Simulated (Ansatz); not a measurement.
# Structures of SnSe: which is lowest?

Plane-wave DFT in Ansatz with scalar-relativistic PAW potentials, cutoff 420 eV, Γ-centred meshes chosen by cell and gap, Gaussian smearing with energies taken to zero width. Every cell was relaxed (cell and atoms) in a run of its own, within the symmetry of its start. Functional: PBEsol.

Relaxed structures (starts from databases or built by putting these elements on another compound's sites):
A. Cmcm, 4 atoms in the computed cell, a = 4.213 Å, b = 11.527 Å, c = 4.203 Å; sites (symmetry × multiplicity) Sn m2m × 4, Se m2m × 4; start: database
B. Cmmm, 8 atoms in the computed cell, a = 5.775 Å, b = 11.907 Å, c = 3.001 Å; sites (symmetry × multiplicity) Sn m2m × 4, Se m2m × 4; start: database
C. Pnma, 8 atoms in the computed cell, a = 11.429 Å, b = 4.154 Å, c = 4.359 Å; sites (symmetry × multiplicity) Sn .m. × 4, Se .m. × 4; start: database
D. P4/nmm, 4 atoms in the computed cell, a = 5.073 Å, c = 4.106 Å; sites (symmetry × multiplicity) Sn 4mm × 2, Se -4m2 × 2; start: built
E. Fm-3m, 2 atoms in the computed cell, a = 5.946 Å; sites (symmetry × multiplicity) Sn m-3m × 4, Se m-3m × 4; start: database

Rank them by energy. Could pressure change the order?

| structure | group | E − E(lowest) (meV/atom) | V (Å³/atom) | gap on mesh (eV) |
| --- | --- | --- | --- | --- |
| C | Pnma | 0.0 | 25.87 | 0.49 |
| E | Fm-3m | 0.6 | 26.27 | 0.75 |
| A | Cmcm | 6.5 | 25.52 | 0.22 |
| D | P4/nmm | 154 | 26.41 | 0.00 |
| B | Cmmm | 251 | 25.79 | 0.00 |

C and E are level within the 2 meV/atom that separate runs leave open. The two lowest differ in volume by under 3 %, too little for a first-order estimate of what pressure does to that pair (other pairs aren't weighed here). Other structures may lie lower than all of these, and vibrations aren't counted.